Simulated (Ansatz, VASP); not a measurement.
# ZnS: VASP beside Ansatz

```
CELL_PARAMETERS angstrom
3.78763 0.00000 0.00000
-1.89382 3.28018 0.00000
0.00000 0.00000 23.95832
ATOMIC_POSITIONS crystal
S 0.00000 0.00000 0.35478
S 0.33333 0.66667 0.48386
S 0.66667 0.33333 0.62028
Zn 0.33333 0.66667 0.38705
Zn 0.66667 0.33333 0.50906
Zn 0.00000 0.00000 0.60197
```

Alike in both runs: functional PBEsol; k mesh 9 × 9 × 1; occupations gaussian, width 0.05 eV; no spin polarisation.

Ansatz relaxed the structure, and its values are those at the end. VASP's run is a single point on that final structure, the one shown.

|  | VASP | Ansatz |
| --- | --- | --- |
| version | VASP 6.6.1 | Ansatz 0.2.0 |
| potentials or method | VASP PAW PBE potentials, release 64 (S, Zn) | scalar-relativistic, plane waves, PAW |
| plane-wave cutoff (eV) | 520 | 420 |
| valence electrons in the cell | 54 | 54 |

Ansatz gave:

- gap on the k mesh at the Fermi level (eV): none
- rms of the force components (eV/Å): 0.435
- work function, face that differs most (eV): 3.13

Question: Which values does VASP return?

Answer: gap on the k mesh at the Fermi level (eV): none; rms of the force components (eV/Å): 0.438; work function, face that differs most (eV): 3.11.

A gap of «none» marks a metal or a gap that the smearing closes. Ansatz warned: «xc_potential_rough_in_thin_density».

Caveats: the PAW data sets were made with another functional, which shifts forces and pressure a little (VASP).
